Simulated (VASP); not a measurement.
## BN in VASP: convergence with ENAUG

Input of the first run (ENAUG 300); the others differ in this setting and in those tied to it:

INCAR

```
SYSTEM = BN
ALGO = Normal
EDIFF = 1E-6
ENAUG = 300
ENCUT = 520
GGA = PE
ISIF = 2
ISMEAR = 0
LASPH = .True.
LCHARG = .False.
LREAL = .False.
LWAVE = .False.
NBANDS = 11
NELM = 60
PREC = Medium
SIGMA = 0.02
```

Contents of KPOINTS:

```
k-points
0
Gamma
  9 9 9
  0 0 0
```

Contents of POSCAR:

```
BN
1.0
    1.2511217832      0.7223354983      3.3729344033
   -1.2511217832      0.7223354983      3.3729344033
    0.0000000000     -1.4446709966      3.3729344033
N B
1 1
Direct
    0.6635920000      0.6714150000      0.6690490000
    0.0186030000     -0.0030070000     -0.0083060000
```

Potentials or basis: VASP PAW PBE potentials, release 64 (N, B).

The run is started by

```bash
$ cat potpaw_PBE.64/N/POTCAR potpaw_PBE.64/B/POTCAR > POTCAR
$ mpirun -np 1 vasp_std > vasp.out
```

The cell isn't the ideal one: atoms moved at random, drawn with an rms of 0.02 Å.

The cell is a database's computed one.

Hardware: 1 thread of Intel(R) Xeon(R) 6975P-C (Granite Rapids), on a shared host.

```csv
ENAUG,"energy less the tightest run, at zero smearing (meV/atom)",SCF cycles,CPU time (s),peak memory (GiB)
300,-0.58,13,32,0.15
400,-0.13,13,26,0.16
500,-0.06,13,32,0.15
700,-0.03,13,29,0.16
900,-0.01,13,29,0.16
1200,0.00,13,30,0.16
1600,0.00,13,32,0.18
```

Against the tightest run, the energy stays within 1 meV/atom from 300 on. The tightest run that finished is the yardstick and may itself not be fully converged.
